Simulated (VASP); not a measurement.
Input of a VASP 6.6.1 run:

The input INCAR:

```
SYSTEM = Cd
PREC     = Accurate       ! precision mode
ENCUT    = 520            ! plane-wave cutoff, eV
EDIFF    = 1E-6           ! SCF threshold, eV
ISMEAR   = -1             ! smearing method
SIGMA    = 0.1            ! smearing width, eV
LREAL    = .False.        ! projectors in reciprocal space
LASPH    = .True.         ! aspherical terms in the spheres
NELM     = 80             ! most SCF steps
ALGO     = Normal         ! electronic algorithm
ISIF     = 2              ! what is computed and relaxed
LWAVE    = .False.        ! write WAVECAR
LCHARG   = .False.        ! write CHGCAR
GGA      = RP             ! functional
NBANDS   = 12             ! bands
```

File KPOINTS:

```
regular mesh
0
Gamma
  14 14 14
  0 0 0
```

File POSCAR:

```
Cd
1.0
   -1.9122838645      1.9122838645      1.9122838645
    1.9122838645     -1.9122838645      1.9122838645
    1.9122838645      1.9122838645     -1.9122838645
Cd
1
Direct
    0.0000000000      0.0000000000      0.0000000000
```

Potentials or basis: VASP PAW PBE potentials, release 64 (Cd).

Command:

```sh
$ cat potpaw_PBE.64/Cd/POTCAR > POTCAR
$ mpirun -np 1 vasp_std > vasp.out
```

Estimate the pressure.

-1.7 GPa.

What does it give for the band gap on the k mesh?

None (metal or under the smearing width).

Caveat: the PAW data sets were made with another functional, which shifts forces and pressure a little.
